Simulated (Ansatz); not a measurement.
Ti3Ni under changes of volume

One of the cells (15.235 Å³/atom); the others are scaled copies at fixed shape and fractional positions:

```xyz
4
Lattice="3.9352 0.0000 0.0000 0.0000 3.9352 0.0000 0.0000 0.0000 3.9352" Properties=species:S:1:pos:R:3 pbc="T T T"
Ni    0.0000    0.0000    0.0000
Ti    1.9676    1.9676    0.0000
Ti    1.9676    0.0000    1.9676
Ti    0.0000    1.9676    1.9676
```

The cell comes from a database or a generator and needn't be the stable form of this composition.

- Program: Ansatz 0.2.0
- Functional: r2SCAN
- Potentials or basis: Ansatz PAW
- Cutoff: 500 eV (not typed: the program's choice for these potentials)
- k mesh: 7 × 7 × 7
- Occupations: fermi-dirac, width 0.05 eV
- Spin: collinear spin, ferromagnetic start
- Starting moments: [1.0, 1.0, 1.0, 1.0] μB

```csv
volume (Å³/atom),energy over the lowest point (meV/atom),pressure (GPa),moment (μB per cell)
14.321,16.42,7.5,0.00
14.625,5.41,4.2,0.00
14.930,0.37,1.2,0.00
15.235,0.00,-1.0,1.30
15.539,?,?,?
15.844,11.73,-5.3,1.84
16.149,23.67,-7.2,2.03
```

Q: What does the run at 15.539 Å³/atom give?

A: Energy over the lowest point 3.75 meV/atom; pressure -3.2 GPa; moment 1.64 μB per cell.

Worked out: A Birch-Murnaghan fit of order 3 (a polynomial in V^(-2/3)) to the other rows has its minimum at 15.11 Å³/atom with B0 = V·E''(V) = 120 GPa and B' = 4.0. It gives 3.87 meV/atom at 15.539 Å³/atom, against the run's 3.75, and -dE/dV = -3.2 GPa, against -3.2. The moment follows no smooth curve through the other rows.

Energies are extrapolated to zero smearing.

Caveats: the magnetic or orbital state may not be the lowest; the PAW data sets come from PBE, with cores solved anew for the run's functional, which leaves a small shift of forces and pressure; the starting moments weren't kept (some runs).
